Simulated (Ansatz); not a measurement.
Ge built on the lonsdaleite prototype was put through Ansatz (plane waves). The cell was relaxed with r2SCAN and then strained (uniaxial +5.0 % along x, other directions held), with the atoms relaxed again with r2SCAN; k points keep the names of the unstrained zone.

The cell given to it:
```
CELL_PARAMETERS angstrom
4.19750 0.00000 0.00000
-2.09875 3.46204 0.00000
0.00000 0.00000 6.59282
ATOMIC_POSITIONS crystal
Ge 0.33100 0.66200 0.99867
Ge 0.66900 0.33800 0.49867
Ge 0.33100 0.66200 0.37633
Ge 0.66900 0.33800 0.87633
```

The log, with set-up remarks and timings taken out:
```
scf.n_extra_bands = 5 over 28 filled bands (N_el = 56.0): the run solves 33 bands
Functional definition: r2SCAN
Crystal: 4 atoms, lattice volume = 95.806 Å³
Basis set: ecut = 500 eV, 2423 PW (Γ)
Symmetry: 8 space group operations
Space group: Cmcm (ITA 63)
k-points: 129 of 576
preconditioner: auto → Kerker (q_TF=auto, 2.495 Å⁻¹)  [metal: Δε(μ)=0.032 eV  σ=0.020 eV  ℏωp=28.4 eV]
Free energy (F): -17211.459284 eV
Internal energy: -17211.459015 eV  (E = F + TS)
E sigma→0 (E₀):  -17211.459150 eV
Entropy (-TS):   -0.000269 eV (-0.067 meV/atom)
Fermi energy:    7.702588 eV
--- Per-component energies (eV) ---
  E_band       = -670.954180
  E_kinetic    = 441.302212
  E_local      = -10064.309709
  E_nonlocal   = 1678.568099
  E_hartree    = 4414.431154
  E_xc         = -274.985289
  E_vxc        = -269.700086
  E_paw        = -8135.627788
  E_vpaw       = -1300.906602
  E_vtau       = 15.232017
  E_ewald      = -5266.494688
  E_core_change = -4.343063
  E_smearing   = -0.000269
--- Forces (eV/Å), atoms counted from 1 ---
  atom   1  Ge      0.00000      0.00649      0.04345
  atom   2  Ge      0.00000    -0.00649      0.04345
  atom   3  Ge      0.00000      0.00649    -0.04345
  atom   4  Ge      0.00000    -0.00649    -0.04345
--- Stress (GPa, compression-positive) ---
       -6.332810       0.000000       0.000000
        0.000000      -1.566611       0.000000
        0.000000       0.000000      -0.828049
  P = ⅓ Tr σ = -2.9092 GPa (-29.092 kbar)
--- Band table (eV; the first three rows and the last of 129) ---
  k-point 0: bands = […, 0.0775, 5.9174, 6.2536, 7.4199, 7.5942, 7.6456, 7.6670, 7.9398, 9.9471, 10.1806, …]
  k-point 1: bands = […, 1.0146, 5.2913, 6.0907, 6.4333, 7.2214, 7.5417, 7.6575, 8.9005, 10.3232, 10.5690, …]
  k-point 2: bands = […, 2.9683, 2.9683, 6.5748, 6.5748, 6.9121, 6.9121, 8.2551, 8.2551, 11.0876, 11.0876, …]
  k-point 128: bands = […, 0.1065, 0.1065, 4.0630, 4.0630, 5.5380, 5.5380, 9.6058, 9.6058, 12.3417, 12.3417, …]
```

Levels at the listed points, from bands.tsv (eV from the Fermi energy, bands near the gap, counted from 0):
```tsv
# k_distance	band_23	band_24	band_25	band_26	band_27	band_28	band_29	band_30	band_31
# fermi_ev = 7.702588
# [0, 0, 0] at k_distance = 0.000000
# [0.5, 0, 0] at k_distance = 0.875232
# [0.3333333333, 0.3333333333, 0] at k_distance = 1.393019
# [0, 0, 0.5] at k_distance = 2.532967
# [0.5, 0, 0.5] at k_distance = 3.408199
# [0.3333333333, 0.3333333333, 0.5] at k_distance = 3.925986
# [-0.077962, 0.038981, 0] at k_distance = 5.121627
# [0, 0, 0.292969] at k_distance = 5.424244
# levels_relative_to = fermi_ev
0.000	-1.785	-1.449	-0.283	-0.108	-0.057	-0.036	0.237	2.244	2.478
0.875	-6.783	-4.495	-3.004	-2.705	-1.293	0.848	2.085	4.032	4.057
1.393	-7.558	-4.903	-3.412	-3.363	-3.065	1.894	4.668	4.912	4.992
2.533	-4.734	-1.128	-1.128	-0.791	-0.791	0.552	0.552	3.385	3.385
3.408	-7.964	-2.423	-2.423	-2.294	-2.294	0.878	0.878	2.485	2.485
3.926	-8.260	-4.179	-4.179	-1.909	-1.909	1.603	1.603	4.610	4.610
5.122	-2.344	-1.582	-1.206	-0.152	0.110	0.327	0.946	2.310	2.570
5.424	-2.823	-1.549	-1.207	-0.591	-0.259	0.023	1.145	2.737	2.986
```
In order the rows are Γ, M, K, A, L, H, Γ–K (0.12), Γ–A (0.59).

**Question.** What input produced it? Give the YAML.

**Answer.**
```yaml
crystal:
  # lattice and atoms as above
kpoints:
  mp_grid: { grid: [12, 12, 4] }
  band_path:
    path:
      - [0.0, 0.0, 0.0]
      - [0.5, 0.0, 0.0]
      - [0.3333333333, 0.3333333333, 0.0]
      - [0.0, 0.0, 0.5]
      - [0.5, 0.0, 0.5]
      - [0.3333333333, 0.3333333333, 0.5]
      - [-0.077962, 0.038981, 0.0]
      - [0.0, 0.0, 0.292969]
    npoints: 1
hamiltonian:
  xc: r2scan
scf:
  occupations: { method: fermi_dirac, width: 0.02 }
  n_extra_bands: 5
output:
  forces: true
  stress: true
  eigenvalues: true
```
A single point prints forces and stress when the output block asks for them. The term E_vtau belongs to a meta-GGA, which reads the kinetic-energy density. This is the file that was run; thresholds and some counts can't be read off the log exactly.

r2SCAN gives no gap: the lowest nominally empty band dips 0.15 eV below the top of the last filled one (its bottom at Γ–A (0.50 of the way from Γ), the top at Γ–K (0.12 of the way from Γ)), so the cell is a metal or semimetal at this level.

Command: `ansatz run input.yaml --threads 2 --pin off --max-ram 2211MiB --backend cpu --events-out ev --progress --plain --runs-dir out`.

**Question.** What wall time did it need on 2 threads of Arm Neoverse N1, with other jobs on the host, load about 0.9 per core, and what peak of host memory did it reach?

**Answer.** About 56 s, with a peak of 0.83 GiB.

Spin-unpolarised throughout; all numbers are computed.

Spin-orbit coupling is left out.
